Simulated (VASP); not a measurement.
Write the native input for VASP 6.6.1 that does the following.

- Task: band structure
- Functional: LDA
- Potentials or basis: VASP PAW LDA potentials, release 64 (Mn_pv, O)
- Cutoff: 520 eV
- k mesh: 7 × 7 × 7
- Occupations: fermi-dirac, width 0.05 eV
- Spin: collinear spin, ferromagnetic start
- Starting moments: [4.0, 0.0] μB
- Further INCAR settings: ALGO = Normal; EDIFF = 1e-07; NBANDS = 20

The structure of MnO lies in POSCAR:

```
MnO
1.0
    2.9712935166     -1.7169813801      0.0000000000
    2.9712935166      1.7169813801      0.0000000000
   -1.9846287531      0.0000000000      2.8103092467
Mn O
1 1
Direct
    0.5001990000      0.5001990000      0.5006650000
    0.7498025000      0.7498025000      0.2493360000
```

The cell comes from a database or a generator and needn't be the stable form of this composition.

These files were run (other wordings do the same):

INCAR

```
SYSTEM = MnO
  PREC = Accurate
  ENCUT = 520
  EDIFF = 1E-7
  ISMEAR = -1
  SIGMA = 0.05
  LREAL = .False.
  LASPH = .True.
  NELM = 150
  ALGO = Normal
  ISIF = 2
  LWAVE = .False.
  LCHARG = .False.
  ISPIN = 2
  MAGMOM = 4 0
  LORBIT = 11
  LMAXMIX = 4
  NBANDS = 20
```

KPOINTS

```
regular mesh
0
Gamma
  7 7 7
  0 0 0
```

KPOINTS_OPT

```
path XGY,LGZ,NGM,RG
10
line-mode
reciprocal
 0.0000000000  0.0000000000 -0.5000000000  X
 0.0000000000  0.0000000000  0.0000000000  G

 0.0000000000  0.0000000000  0.0000000000  G
 0.5000000000  0.0000000000  0.0000000000  Y

 0.5000000000  0.0000000000 -0.5000000000  L
 0.0000000000  0.0000000000  0.0000000000  G

 0.0000000000  0.0000000000  0.0000000000  G
-0.5000000000 -0.5000000000  0.5000000000  Z

-0.5000000000 -0.5000000000  0.0000000000  N
 0.0000000000  0.0000000000  0.0000000000  G

 0.0000000000  0.0000000000  0.0000000000  G
 0.0000000000 -0.5000000000  0.5000000000  M

 0.0000000000 -0.5000000000  0.0000000000  R
 0.0000000000  0.0000000000  0.0000000000  G
```

Potentials or basis: VASP PAW LDA potentials, release 64 (Mn_pv, O).

Launch:

```console
$ cat potpaw_LDA.64/Mn_pv/POTCAR potpaw_LDA.64/O/POTCAR > POTCAR
$ mpirun -np 1 vasp_std > vasp.out
```

It gave:

```json
{
 "Pressure": "-13.3 GPa",
 "Band gap along the path": "none (metal or under the smearing width)",
 "Net moment": "4.92 μB per cell",
 "Site moments": "Mn +4.35; O +0.19 μB",
 "Valence electrons inside the program's atomic spheres": "Mn 11.36; O 4.93"
}
```

Caveat: a cell with one magnetic atom can't hold antiferromagnetic order, which such compounds often take; semilocal functionals often make such compounds metallic where correlation or magnetic order opens a gap, which also shifts bond lengths.

Run time: 100 s on 1 thread of Intel(R) Xeon(R) Platinum 8488C (Sapphire Rapids), with other jobs on the host, peak memory 0.27 GiB.
